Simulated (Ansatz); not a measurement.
Sr:

```
Sr
1.0
     4.31000    0.00000    0.00000
    -2.15500    3.73257    0.00000
     0.00000    0.00000    7.05000
Sr
2
Cartesian
  2.1550 1.2442 5.2875
  0.0000 2.4884 1.7625
```

This isn't the form of Sr at room conditions, which is fcc.

Base run:

```yaml
Program: Ansatz 0.2.0
Functional: LDA
Potentials_or_basis: Ansatz PAW
Cutoff: "420 eV (not typed: the program's choice for these potentials)"
k_mesh: 7 × 7 × 4
Occupations: gaussian, width 0.02 eV
Spin: no spin polarisation
```

Its results: band gap on the k mesh none (metal or under the smearing width); pressure -1.5 GPa.

**Question.** The run is repeated on the same cell with these changes: functional from LDA to RPBE; occupations from gaussian, width 0.02 eV to gaussian, width 0.05 eV. What comes out?

**Answer.** Band gap on the k mesh none (metal or under the smearing width); pressure 0.5 GPa.

Caveats: the PAW data sets come from PBE, with cores solved anew for the run's functional, which leaves a small shift of forces and pressure.
